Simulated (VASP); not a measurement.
A run of VASP 6.6.1 is set up as follows.

File INCAR:

```
SYSTEM = W
PREC = Accurate
ENCUT = 600
EDIFF = 1E-6
ISMEAR = -1
SIGMA = 0.05
LREAL = .False.
LASPH = .True.
NELM = 80
ALGO = Fast
ISIF = 3
LWAVE = .False.
LCHARG = .False.
GGA = ML
LUSE_VDW = .True.
AGGAC = 0.0
ZAB_VDW = -1.8867
IBRION = 2
NSW = 60
EDIFFG = -0.01
```

KPOINTS

```
Automatic mesh
0
Gamma
  12 12 12
  0 0 0
```

File POSCAR:

```
W
1.0
   -1.5823450000      1.5823450000      1.5823450000
    1.5823450000     -1.5823450000      1.5823450000
    1.5823450000      1.5823450000     -1.5823450000
W
1
Direct
    0.0000000000      0.0000000000      0.0000000000
```

Potentials or basis: VASP PAW PBE potentials, release 64 (W_sv).

The run is started by

```console
$ cat potpaw_PBE.64/W_sv/POTCAR > POTCAR
$ mpirun -np 1 vasp_std > vasp.out
```

(1) Predict the relaxed volume.

(2) What does it give for the relaxed cell?

(3) Estimate the space group after relaxing (to 0.05 Å).

(4) Predict the band gap on the k mesh.

## Answers

(1) 17.10 Å³/atom.

(2) a = 2.811 Å, b = 2.811 Å, c = 2.811 Å, α = 109.47°, β = 109.47°, γ = 109.47°.

(3) Im-3m (No. 229).

(4) none (metal or under the smearing width).

Caveat: the PAW data sets were made with another functional, which shifts forces and pressure a little.
